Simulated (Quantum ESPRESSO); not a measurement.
# BaTiO3 in Quantum ESPRESSO: the effect of functional

Crystal: BaTiO3.

```
Ba Ti O
1.0
     3.99980    0.00000    0.00000
     0.00000    3.99980    0.00000
     0.00000    0.00000    4.01800
Ba Ti O
1 1 3
Direct
  0.00000 0.00000 0.00000
  0.50000 0.50000 0.49000
  0.00000 0.50000 0.51700
  0.50000 0.00000 0.51700
  0.50000 0.50000 0.01900
```

Alike in all runs:

| Property | Result |
| --- | --- |
| Program | Quantum ESPRESSO 7.5 |
| Task | phonons |
| Cutoff | 612 eV |
| Density cutoff | 4898 eV |
| k mesh | 4 × 4 × 4, shifted |
| Occupations | fermi-dirac, width 0.05 eV |
| Spin | no spin polarisation |

Each run relaxes the cell or the atoms first.

| functional | potentials or basis | relaxed volume (Å³/atom) | dielectric constant (mean) | highest phonon frequency (cm⁻¹) |
| --- | --- | --- | --- | --- |
| LDA | GBRV 1.5 LDA | ? | ? | ? |
| PBE | GBRV 1.5 PBE | 13.42 | 5.84 | 564 |
| AM05 | GBRV 1.5 PBE | 12.87 | 6.09 | 526 |
| revPBE | GBRV 1.5 PBE | 13.91 | 5.58 | 618 |
| RPBE | GBRV 1.5 PBE | 14.13 | 5.47 | 638 |
| vdW-DF-cx | GBRV 1.5 PBE | 12.79 | 6.19 | 502 |

**Question.** What does the run with functional LDA give?

**Answer.** Relaxed volume 12.31 Å³/atom; dielectric constant 6.38 mean; highest phonon frequency 491 cm⁻¹.

Caveats: some modes are imaginary; the potentials were made for another functional, which shifts forces and pressure (some runs).
